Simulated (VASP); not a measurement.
Here is a VASP 6.6.1 calculation.

The input INCAR:

```
SYSTEM = ZnS
PREC = Accurate
ENCUT = 520
EDIFF = 1E-7
ISMEAR = 0
SIGMA = 0.01
LREAL = .FALSE.
LASPH = .TRUE.
NELM = 100
ALGO = Normal
ISIF = 2
LWAVE = .FALSE.
LCHARG = .FALSE.
GGA = RP
NBANDS = 26
```

The input KPOINTS:

```
regular mesh
0
G
  6 6 3
  0 0 0
```

File POSCAR:

```
ZnS
1.0
    3.8857444663      0.0000000000      0.0000000000
   -1.9428722331      3.3651536102      0.0000000000
    0.0000000000      0.0000000000      6.3562663350
Zn S
2 2
Direct
    0.3333333333      0.6666666667      0.0000000000
    0.6666666667      0.3333333333      0.5000000000
    0.3333333333      0.6666666667      0.3850000000
    0.6666666667      0.3333333333      0.8850000000
```

Potentials or basis: VASP PAW PBE potentials, release 64 (Zn, S).

Run with:

```bash
$ cat potpaw_PBE.64/Zn/POTCAR potpaw_PBE.64/S/POTCAR > POTCAR
$ mpirun -np 1 vasp_std > vasp.out
```

What does it give for the pressure?

0.8 GPa.

Predict the largest force.

0.264 eV/Å.

Stress tensor (GPa, compression positive):
```
 1.27  0.00  0.00
 0.00  1.27  0.00
 0.00  0.00 -0.16
```

Caveat: the PAW data sets were made with another functional, which shifts forces and pressure a little.

**What was measured.**

From a printed reference work, monograph, for a bulk crystal of ZnS at 4 K: band gap 3.911 eV (direct).

A measured gap of ZnS is 3.911 eV (direct; 4 K; a printed reference work, monograph); the calculated 2.15 eV misses it by -1.76 eV. The value is that of RPBE, without temperature or zero-point motion. Semilocal functionals fall short of measured gaps as a rule.
